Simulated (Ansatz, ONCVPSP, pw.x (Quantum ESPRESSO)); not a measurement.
# Equation-of-state test of one ONCV potential (Ga)

* Element: gallium
* Generator: ONCVPSP 4.0.1.1 (patched build)
* Type: optimised norm-conserving Vanderbilt (ONCV)
* Functional: PBE
* Relativity: scalar-relativistic
* Frozen core: [Ar] 3d10
* Valence charge: 3
* Reference configuration: 4s2 4p1
* Partial waves: 4s: rc 2.00 bohr, ncon 4, nbas 7, qcut 3.3 1/bohr, 2 projectors, debl 1.1 Ha; 4p: rc 2.80 bohr, ncon 4, nbas 8, qcut 3.6 1/bohr, 3 projectors, debl 0.4 Ha; d scattering state at 0.19 Ha: rc 2.20 bohr, ncon 4, nbas 7, qcut 4.7 1/bohr, 1 projector
* Local potential: polynomial inside 1.60 bohr (lpopt 1, dvloc0 0 Ha)
* Core correction: Teter function, fcfact 5.75, rcfact 1.4

Crystal test: fcc Ga in pw.x 7.5, no spin, 13³ k-points, Fermi–Dirac smearing 0.01 Ry, cutoffs 65/260 Ry. The lattice is a test structure that the element need not adopt, and mesh and smearing are coarse.

pw.x input:

```
&control
  calculation='scf', prefix='x', pseudo_dir='./', outdir='./tmp', tstress=.true., disk_io='low'
/
&system
  ibrav=0, nat=1, ntyp=1, ecutwfc=65, ecutrho=260, nbnd=8,
  occupations='smearing', smearing='fd', degauss=0.01
/
&electrons
  conv_thr=1e-09, mixing_beta=0.4, electron_maxstep=70
/
ATOMIC_SPECIES
Ga 1.0 Ga.UPF
CELL_PARAMETERS angstrom
  0.00000000 2.11884029 2.11884029
  2.11884029 0.00000000 2.11884029
  2.11884029 2.11884029 0.00000000
ATOMIC_POSITIONS crystal
Ga 0.0000 0.0000 0.0000
K_POINTS automatic
13 13 13 0 0 0
```

```bash
pw.x < Ga.scf.in > Ga.scf.out
```

Task: How does the run end?

Result: It converges; the pressure is -3.44 GPa against -0.07 GPa from all-electron LAPW. This is a poor potential for the solid. The log shows:

```
Message from routine setup:
     using ibrav=0 with symmetry is DISCOURAGED, use correct ibrav instead
     lattice parameter (alat)  =       5.6626  a.u.
     unit-cell volume          =     128.3871 (a.u.)^3
     number of electrons       =         3.00
     number of Kohn-Sham states=            8
     kinetic-energy cutoff     =      65.0000  Ry
     charge density cutoff     =     260.0000  Ry
     scf convergence threshold =      1.0E-09
     Exchange-correlation= PBE
     number of k points=    84  Fermi-Dirac smearing, width (Ry)=  0.0100
     iteration #  1     ecut=    65.00 Ry     beta= 0.40
     total energy              =      -6.14722056 Ry
     estimated scf accuracy    <       0.00324492 Ry
     iteration #  2     ecut=    65.00 Ry     beta= 0.40
     total energy              =      -6.14691237 Ry
     estimated scf accuracy    <       0.00103569 Ry
     iteration #  3     ecut=    65.00 Ry     beta= 0.40
     total energy              =      -6.14695649 Ry
     estimated scf accuracy    <       0.00000224 Ry
     iteration #  4     ecut=    65.00 Ry     beta= 0.40
     c_bands:  1 eigenvalues not converged
     total energy              =      -6.14695868 Ry
     estimated scf accuracy    <       0.00000003 Ry
     iteration #  5     ecut=    65.00 Ry     beta= 0.40
     total energy              =      -6.14695869 Ry
     estimated scf accuracy    <       0.00000001 Ry
     iteration #  6     ecut=    65.00 Ry     beta= 0.40
     the Fermi energy is     5.7436 ev
!    total energy              =      -6.14695869 Ry
     estimated scf accuracy    <          3.2E-10 Ry
     smearing contrib. (-TS)   =      -0.00179407 Ry
     The total energy is F=E-TS. E is the sum of the following terms:
     one-electron contribution =       2.55992832 Ry
     hartree contribution      =       0.01966696 Ry
     xc contribution           =      -3.57197873 Ry
     ewald contribution        =      -5.15278118 Ry
     convergence has been achieved in   6 iterations
          total   stress  (Ry/bohr**3)                   (kbar)     P=      -34.39
```
